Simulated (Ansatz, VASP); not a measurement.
**BeS: VASP beside Ansatz**

Contents of INCAR:

```
SYSTEM = BeS
  ALGO = Normal
  EDIFF = 1E-7
  ENCUT = 520
  GGA = PE
  ISIF = 2
  ISMEAR = 0
  LASPH = .TRUE.
  LCHARG = .FALSE.
  LREAL = .FALSE.
  LWAVE = .FALSE.
  NBANDS = 11
  NELM = 100
  PREC = Accurate
  SIGMA = 0.02
```

The input KPOINTS:

```
k-points
0
G
  8 8 8
  0 0 0
```

The input POSCAR:

```
BeS
1.0
    0.0000000000      2.5166151695      2.5166151695
    2.5166151695      0.0000000000      2.5166151695
    2.5166151695      2.5166151695      0.0000000000
Be S
1 1
Direct
    0.0000000000      0.0000000000      0.0000000000
    0.2500000000      0.2500000000      0.2500000000
```

Input for Ansatz:

```yaml
crystal:
  lattice:
    - [0.0, 2.5166151695, 2.5166151695]
    - [2.5166151695, 0.0, 2.5166151695]
    - [2.5166151695, 2.5166151695, 0.0]
  atoms:
    - { symbol: Be, position: [0.0, 0.0, 0.0] }
    - { symbol: S, position: [0.25, 0.25, 0.25] }
basis:
  ecutwfc: 420
kpoints:
  mp_grid: { grid: [8, 8, 8] }
hamiltonian:
  xc: pbe
scf:
  occupations: { method: gaussian, width: 0.02 }
output:
  forces: true
  stress: true
  eigenvalues: true
```

Alike in both runs: task single point; functional PBE; k mesh 8 × 8 × 8; occupations gaussian, width 0.02 eV; no spin polarisation.

|  | VASP | Ansatz |
| --- | --- | --- |
| version | VASP 6.6.1 | Ansatz 0.2.0 |
| potentials or method | VASP PAW PBE potentials, release 64 (Be, S) | scalar-relativistic, plane waves, PAW |
| plane-wave cutoff (eV) | 520 | 420 |
| valence electrons in the cell | 8 | 8 |

```csv
,VASP,Ansatz,Ansatz less VASP
gap on the k mesh at the Fermi level (eV),3.33,3.33,-0.001
least direct gap on the mesh (eV),4.98,4.98,+0.002
pressure (GPa),-7.4,-7.4,-0.01
```

The functional is the same, so the differences come from potentials, cutoffs and numerics.

A k mesh can miss the band edges. PBE gaps usually lie below the measured ones, often by a third to a half.
